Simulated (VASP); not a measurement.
# Be (P6/mmm) in VASP: a series of runs

One crystal, Be, is run at these levels: BLYP; tasks: single point.

All numbers are computed with VASP 6.6.1; they aren't measurements. Logs are shortened: lines on timing, memory, paths and dates and some standing lists are left out, and cuts for length are marked.

### Step 1. The crystal as given

Symmetry: P6/mmm, No. 191, hexagonal system. Conventional cell: a = 3.661 Å, b = 3.661 Å, c = 2.263 Å, α = 90.00°, β = 90.00°, γ = 120.00°. Be (site symmetry 6/mmm) is surrounded by 14 Be at 2.26 to 2.40 Å. Be (site symmetry -6m2) is surrounded by 11 Be at 2.11 to 2.40 Å.

This isn't the form of Be at room conditions, which is hcp.

### Step 2. Single point, BLYP

INCAR

```
SYSTEM = Be
  PREC = Accurate
  ENCUT = 520
  EDIFF = 1E-6
  ISMEAR = -1
  SIGMA = 0.1
  LREAL = .FALSE.
  LASPH = .TRUE.
  NELM = 80
  ALGO = Normal
  ISIF = 2
  LWAVE = .FALSE.
  LCHARG = .FALSE.
  GGA = B5
  ALDAX = 1.0
  AGGAX = 1.0
  AGGAC = 1.0
  ALDAC = 0.0
  NBANDS = 10
```

KPOINTS

```
Automatic mesh
0
G
  12 12 16
  0 0 0
```

POSCAR

```
Be
1.0
    3.6605435793      0.0000000000      0.0000000000
   -1.8302717896      3.1701237314      0.0000000000
    0.0000000000      0.0000000000      2.2629582621
Be
3
Direct
    1.0000000000      0.0000000000      0.0000000000
    0.3333333333      0.6666666667      0.5000000000
    0.6666666667      0.3333333333      0.5000000000
```

Potentials or basis: VASP PAW PBE potentials, release 64 (Be).

On the command line:

```console
cat potpaw_PBE.64/Be/POTCAR > POTCAR
mpirun -np 1 vasp_std > vasp.out
```

OUTCAR:

```text
SYSTEM = Be
   PREC = Accurate
   ENCUT = 520
   EDIFF = 1E-6
   ISMEAR = -1
   LREAL = .FALSE.
   LASPH = .TRUE.
   NELM = 80
   ISIF = 2
   GGA = B5

 ion  position               nearest neighbor table
   1  0.000  0.000  0.000-
   2  0.333  0.667  0.500-   3 2.11   3 2.11   3 2.11
   3  0.667  0.333  0.500-   2 2.11   2 2.11   2 2.11

  LATTYP: Found a hexagonal cell.
 ALAT       =     3.6605435793
 C/A-ratio  =     0.6182027923

  Lattice vectors:

 A1 = (   3.6605435793,   0.0000000000,   0.0000000000)
 A2 = (  -1.8302717896,   3.1701237314,   0.0000000000)
 A3 = (   0.0000000000,   0.0000000000,   2.2629582621)

Analysis of symmetry for initial positions (statically):
=====================================================================
 Subroutine PRICEL returns:
 Original cell was already a primitive cell.

 Routine SETGRP: Setting up the symmetry group for a
 hexagonal supercell.

 Subroutine GETGRP returns: Found 24 space group operations
 (whereof 24 operations were pure point group operations)
 out of a pool of 24 trial point group operations.

The static configuration has the point symmetry D_6h.

Analysis of symmetry for dynamics (positions and initial velocities):
=====================================================================
 Subroutine PRICEL returns:
 Original cell was already a primitive cell.

 Routine SETGRP: Setting up the symmetry group for a
 hexagonal supercell.

 Subroutine GETGRP returns: Found 24 space group operations
 (whereof 24 operations were pure point group operations)
 out of a pool of 24 trial point group operations.

The dynamic configuration has the point symmetry D_6h.

 Subroutine INISYM returns: Found 24 space group operations
 (whereof 24 operations are pure point group operations),
 and found     1 'primitive' translations

----------------------------------------------------------------------------------------

                                     Primitive cell

  volume of cell :      26.2602

  direct lattice vectors                    reciprocal lattice vectors
     3.660543579  0.000000000  0.000000000     0.273183471  0.157722550  0.000000000
    -1.830271790  3.170123731  0.000000000     0.000000000  0.315445101  0.000000000
     0.000000000  0.000000000  2.262958262     0.000000000  0.000000000  0.441899445

  length of vectors
     3.660543579  3.660543579  2.262958262     0.315445101  0.315445101  0.441899445

  position of ions in fractional coordinates (direct lattice)
     0.000000000  0.000000000  0.000000000
     0.333333333  0.666666667  0.500000000
     0.666666667  0.333333333  0.500000000

  ion indices of the primitive-cell ions
   primitive index   ion index
                 1           1
                 2           2
                 3           3

----------------------------------------------------------------------------------------

 KPOINTS: Automatic mesh

Automatic generation of k-mesh.
 Grid dimensions read from file:
 generate k-points for:   12   12   16

 Generating k-lattice:

  Cartesian coordinates                     Fractional coordinates (reciprocal lattice)
     0.022765289  0.013143546  0.000000000     0.083333333 -0.000000000  0.000000000
     0.000000000  0.026287092  0.000000000     0.000000000  0.083333333  0.000000000
     0.000000000  0.000000000  0.027618715     0.000000000  0.000000000  0.062500000

  Length of vectors
     0.026287092  0.026287092  0.027618715

  Shift w.r.t. Gamma in fractional coordinates (k-lattice)
     0.000000000  0.000000000  0.000000000

 Subroutine IBZKPT returns following result:
 ===========================================

 Found    171 irreducible k-points:

 Following reciprocal coordinates:
            Coordinates               Weight
  0.000000  0.000000  0.000000      1.000000
  0.083333  0.000000  0.000000      6.000000
  0.166667 -0.000000  0.000000      6.000000
  0.250000  0.000000  0.000000      6.000000
  0.333333 -0.000000  0.000000      6.000000
  0.416667  0.000000  0.000000      6.000000
[... 16 lines left out ...]
  0.250000  0.000000  0.062500     12.000000
  0.333333 -0.000000  0.062500     12.000000
 [... further k-points ...]
   k-points           NKPTS =    171   k-points in BZ     NKDIM =    171   number of bands    NBANDS=     10
   number of dos      NEDOS =    301   number of ions     NIONS =      3
   total plane-waves  NPLWV =  14112
   dimension x,y,z NGX =    28 NGY =   28 NGZ =   18
   dimension x,y,z NGXF=    56 NGYF=   56 NGZF=   36
   ions per type =               3
   NGX,Y,Z   is equivalent  to a cutoff of  12.72, 12.72, 13.22 a.u.
   NGXF,Y,Z  is equivalent  to a cutoff of  25.43, 25.43, 26.45 a.u.
 SYSTEM =  Be
   PREC   = accura    normal or accurate (medium, high low for compatibility)
   ISTART =      0    job   : 0-new  1-cont  2-samecut
   ICHARG =      2    charge: 1-file 2-atom 10-const
   ISPIN  =      1    spin polarized calculation?
   LNONCOLLINEAR =      F non collinear calculations
   LSORBIT =      F    spin-orbit coupling
   LASPH  =      T    aspherical Exc in radial PAW
   ENCUT  =  520.0 eV  38.22 Ry    6.18 a.u.   6.81  6.81  4.21*2*pi/ulx,y,z
   NELM   =     80;   NELMIN=  2; NELMDL= -5     # of ELM steps
   EDIFF  = 0.1E-05   stopping-criterion for ELM
   LREAL  =      F    real-space projection
[... 7 lines left out ...]
   TEBEG  =    0.0;   TEEND  =   0.0 temperature during run
   PSTRESS=    0.0 pullay stress
   NELECT =       6.0000    total number of electrons
   NUPDOWN=      -1.0000    fix difference up-down
   EMIN   =  10.00;   EMAX   =-10.00  energy-range for DOS
   EFERMI =   0.00;   METHOD = LEGACY
   ISMEAR =    -1;   SIGMA  =   0.10  broadening in eV -4-tet -1-fermi 0-gaus
   EFERMI_NEDOS =   21; number of points for ismear=-14 and -15
   IALGO  =     38    algorithm
   IMIX   =      4    mixing-type and parameters
     AMIX     =   0.40;   BMIX     =  1.00
     AMIX_MAG =   1.60;   BMIX_MAG =  1.00
  volume/ion in A,a.u.               =       8.75        59.07
  Fermi-wavevector in a.u.,A,eV,Ry     =   1.000827  1.891289 13.628347  1.001655
  Thomas-Fermi vector in A             =   2.133209
   LORBIT       =      0    0 simple, 1 ext, 2 COOP (PROOUT), +10 PAW based schemes
   GGA     = B5    functional components
   LHFCALC =     F    Hartree Fock is set to
   AEXX    =    0.0000 exact exchange contribution
   IVDW    =     0    specifies the selected vdW correction
   LEPSILON=     F    determine dielectric tensor
   LRPA    =     F    only Hartree local field effects (RPA)
 non-spin polarized calculation
  energy-cutoff  :      520.00
  volume of cell :       26.26
 maximum number of plane-waves:       729
 NGX is ok and might be reduce to    28
   NGX = 13   NGY = 13   NGZ =  9

 number of electron       6.0000000 magnetization

 Free energy of the ion-electron system (eV)
  ---------------------------------------------------
  ext. energy  EPLUGINS =         0.00000000
  ---------------------------------------------------
  free energy    TOTEN  =        -8.70315834 eV

  energy without entropy =       -8.68335009  energy(sigma->0) =       -8.69325421

 E-fermi :   7.1315     XC(G=0):  -9.7424

 val. band max:        7.0889759032   @ k =   0.3333  -0.0000   0.5000
 cond. band min:       7.1379659636   @ k =   0.2500   0.2500   0.4375
 fundamental gap:      0.0489900603
 Fermi energy:         7.1315055832

 k-point     1 :       0.0000    0.0000    0.0000
  band No.  band energies     occupation
      1      -4.0659      2.00000
      2       6.1452      1.99990
      3       6.1452      1.99990
      4       6.3842      1.99886
      5       6.3842      1.99886
      6      12.1771      0.00000
      7      12.3883      0.00000
      8      16.8384      0.00000
      9      24.6157      0.00000
     10      24.7359      0.00000

 k-point     2 :       0.0833    0.0000    0.0000
  band No.  band energies     occupation
      1      -3.9881      2.00000
      2       4.9419      2.00000
      3       5.1631      2.00000
      4       7.2406      0.50274
      5       7.5592      0.02739
      6      12.5052      0.00000
      7      12.6796      0.00000
      8      16.9289      0.00000
      9      24.4591      0.00000
     10      24.5447      0.00000

 k-point     3 :       0.1667   -0.0000    0.0000
  band No.  band energies     occupation
      1      -3.7549      2.00000
      2       3.5287      2.00000
      3       4.2666      2.00000
      4       7.6949      0.00713
      5       9.0330      0.00000
      6      13.2035      0.00000
      7      13.7427      0.00000
      8      17.1994      0.00000
      9      23.5657      0.00000
     10      23.9353      0.00000

 k-point     4 :       0.2500    0.0000    0.0000
  band No.  band energies     occupation
      1      -3.3661      2.00000
      2       2.1526      2.00000
      3       3.5663      2.00000
      4       7.7928      0.00268
      5      10.6896      0.00000
      6      14.1095      0.00000
      7      15.3918      0.00000
      8      17.6462      0.00000
      9      22.2894      0.00000
     10      22.6650      0.00000

 k-point     5 :       0.3333   -0.0000    0.0000
  band No.  band energies     occupation
      1      -2.8221      2.00000
      2       0.8776      2.00000
      3       3.0649      2.00000
      4       7.7564      0.00386
      5      12.5152      0.00000
      6      15.2079      0.00000
      7      17.2201      0.00000
      8      18.2625      0.00000
      9      20.8409      0.00000
     10      20.8458      0.00000

 k-point     6 :       0.4167    0.0000    0.0000
  band No.  band energies     occupation
      1      -2.1236      2.00000
      2      -0.2676      2.00000
      3       2.7637      2.00000
      4       7.7039      0.00651
      5      14.4863      0.00000
      6      16.4616      0.00000
      7      18.7631      0.00000
      8      18.7919      0.00000
      9      19.0364      0.00000
     10      19.3513      0.00000
[... 183 lines left out ...]
 k-point    21 :       0.0833    0.0000    0.0625
  band No.  band energies     occupation
      1      -3.9016      2.00000
      2       5.0447      2.00000
      3       5.2697      2.00000
      4       7.3363      0.22857
      5       7.6643      0.00967
      6      12.2911      0.00000
      7      12.6337      0.00000
      8      16.3996      0.00000
      9      24.0244      0.00000
     10      24.4048      0.00000

 k-point    22 :       0.1667   -0.0000    0.0625
  band No.  band energies     occupation
      1      -3.6682      2.00000
      2       3.6267      2.00000
      3       4.3741      2.00000
      4       7.7649      0.00354
      5       9.1357      0.00000
      6      13.0620      0.00000
      7      13.6376      0.00000
      8      16.6388      0.00000
      9      23.4711      0.00000
     10      23.5317      0.00000

 k-point    23 :       0.2500    0.0000    0.0625
  band No.  band energies     occupation
      1      -3.2792      2.00000
      2       2.2470      2.00000
      3       3.6742      2.00000
      4       7.8423      0.00164
      5      10.7890      0.00000
      6      13.9818      0.00000
      7      15.2620      0.00000
      8      17.0285      0.00000
      9      22.3036      0.00000
     10      22.5938      0.00000

 k-point    24 :       0.3333   -0.0000    0.0625
  band No.  band energies     occupation
      1      -2.7348      2.00000
      2       0.9694      2.00000
      3       3.1732      2.00000
      4       7.7954      0.00261
      5      12.6093      0.00000
      6      15.0742      0.00000
      7      17.0262      0.00000
      8      17.5581      0.00000
      9      20.8431      0.00000
     10      20.9118      0.00000

 [... further k-points ...]

------------------------ aborting loop because EDIFF is reached ----------------------------------------

  FORCE on cell =-STRESS in cart. coord.  units (eV):
  Direction    XX          YY          ZZ          XY          YZ          ZX
  --------------------------------------------------------------------------------------
  -------------------------------------------------------------------------------------
  Total       -1.4076431     -1.4076431     -0.8428844     -0.0000000      0.0000000      0.0000000
  in kB      -85.8825213    -85.8825213    -51.4257065     -0.0000000      0.0000000      0.0000000
  external PRESSURE =     -74.3969164 kB  Pullay stress =       0.0000000 kB

 VOLUME and BASIS-vectors are now :
 -----------------------------------------------------------------------------
  energy-cutoff  :      520.00
  volume of cell :       26.26
      direct lattice vectors                 reciprocal lattice vectors
     3.660543579  0.000000000  0.000000000     0.273183471  0.157722550  0.000000000
    -1.830271790  3.170123731  0.000000000     0.000000000  0.315445101  0.000000000
     0.000000000  0.000000000  2.262958262     0.000000000  0.000000000  0.441899445

 POSITION                                       TOTAL-FORCE (eV/Angst)
 -----------------------------------------------------------------------------------
      0.00000      0.00000      0.00000        -0.000000      0.000000     -0.000000
     -0.00000      2.11342      1.13148        -0.000000     -0.000000     -0.000000
      1.83027      1.05671      1.13148         0.000000      0.000000      0.000000
 -----------------------------------------------------------------------------------
    total drift:                                0.000000     -0.000000     -0.000000

  FREE ENERGIE OF THE ION-ELECTRON SYSTEM (eV)
  ---------------------------------------------------
  free  energy   TOTEN  =        -8.7031583356 eV

  energy  without entropy=       -8.6833500878  energy(sigma->0) =       -8.69325421
```

It took 29 s on 1 thread of Intel Xeon Platinum 8488C (Sapphire Rapids), shared host; peak memory 0.16 GiB.

What came out:

```yaml
Free_energy: -8.7032 eV
Pressure: -7.4 GPa
Band_gap_on_the_k_mesh: none (metal or under the smearing width)
```

Caveat: the PAW data sets were made with another functional, which shifts forces and pressure a little.

### Step 3. Single point, BLYP

This run uses another cell than the first one, of 8.11 Å³/atom, 0.926 times its volume.

INCAR

```
SYSTEM = Be
PREC = Accurate
ENCUT = 520
EDIFF = 1E-6
ISMEAR = -1
SIGMA = 0.1
LREAL = .FALSE.
LASPH = .TRUE.
NELM = 80
ALGO = Normal
ISIF = 2
LWAVE = .FALSE.
LCHARG = .FALSE.
GGA = B5
ALDAX = 1.0
AGGAX = 1.0
AGGAC = 1.0
ALDAC = 0.0
NBANDS = 10
```

KPOINTS is that of step 2.

POSCAR

```
Be
1.0
    3.5678314525      0.0000000000      0.0000000000
   -1.7839157262      3.0898326743      0.0000000000
    0.0000000000      0.0000000000      2.2056433664
Be
3
Direct
    1.0000000000      0.0000000000      0.0000000000
    0.3333333333      0.6666666667      0.5000000000
    0.6666666667      0.3333333333      0.5000000000
```

Potentials or basis: VASP PAW PBE potentials, release 64 (Be).

On the command line:

```console
cat potpaw_PBE.64/Be/POTCAR > POTCAR
mpirun -np 1 vasp_std > vasp.out
```

It took 26 s on 1 thread of Intel Xeon Platinum 8488C (Sapphire Rapids), shared host; peak memory 0.15 GiB.

It converged, with:

```yaml
Free_energy: -8.7500 eV
Pressure: 0.1 GPa
Band_gap_on_the_k_mesh: none (metal or under the smearing width)
```

Stress tensor (GPa, compression positive):
```
-0.19  0.00  0.00
 0.00 -0.19  0.00
 0.00  0.00  0.80
```

Levels at points of the mesh, in eV from the Fermi level:
| k point | band 1 | band 2 | band 3 | band 4 | band 5 | band 6 | band 7 | band 8 |
| --- | --- | --- | --- | --- | --- | --- | --- | --- |
| (0.00, 0.00, 0.00) | -11.71 | -1.15 | -1.15 | -0.90 | -0.90 | 5.54 | 5.79 | 10.23 |
| (0.50, 0.00, 0.00) | -8.87 | -8.79 | -4.82 | 0.71 | 9.66 | 10.17 | 11.23 | 11.62 |
| (0.00, 0.00, 0.50) | -6.35 | -5.64 | 3.60 | 3.60 | 4.39 | 5.90 | 5.90 | 7.05 |
| (0.50, 0.00, 0.50) | -4.43 | -4.24 | -1.69 | -0.61 | 1.26 | 3.86 | 5.70 | 6.42 |

Caveat: the PAW data sets were made with another functional, which shifts forces and pressure a little.
